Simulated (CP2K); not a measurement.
The system is TiO2.

```
CELL_PARAMETERS angstrom
2.96826 0.00000 0.00000
0.00021 4.70761 0.00000
1.48357 0.24235 7.08346
ATOMIC_POSITIONS crystal
Ti 0.00337 0.00039 0.00070
Ti 0.34464 0.48026 0.31696
Ti 0.66171 0.52047 0.68450
O 0.44004 0.18544 0.12854
O 0.77793 0.29773 0.45188
O 0.10124 0.30895 0.80624
O 0.90650 0.69184 0.19517
O 0.22941 0.70301 0.54951
O 0.56803 0.81530 0.87283
```

The cell comes from a database or a generator and needn't be the stable form of this composition.

Base run:

| Item | Value |
| --- | --- |
| Program | CP2K 2026.2 |
| Functional | PBE |
| Potentials or basis | GTH_POTENTIALS Ti GTH-PBE-q12, O GTH-PBE-q6; DZVP-MOLOPT-SR-GTH basis |
| Density cutoff | 8163 eV |
| k mesh | 7 × 5 × 3 |
| Occupations | fermi-dirac, width 0.05 eV |
| Spin | no spin polarisation |

Its results: band gap on the k mesh 2.21 eV, indirect (least direct gap 2.23 eV).

Task: The run is repeated on the same cell with these changes: hubbard terms from none to Ti d U = 6.0 eV. What comes out?

Result: Band gap on the k mesh 2.47 eV, indirect (least direct gap 2.48 eV).

The U term pushes filled and empty states of the shell apart.

Caveats: an odd mesh through Γ misses points on the zone boundary, where band edges often lie; the basis of atomic orbitals isn't converged, which shifts pressures, moduli and gaps; this program's U acts on Mulliken populations of all basis functions of the shell, so it isn't the U of plane-wave codes (some runs); energies scatter by some meV and the pressure isn't listed (some runs).
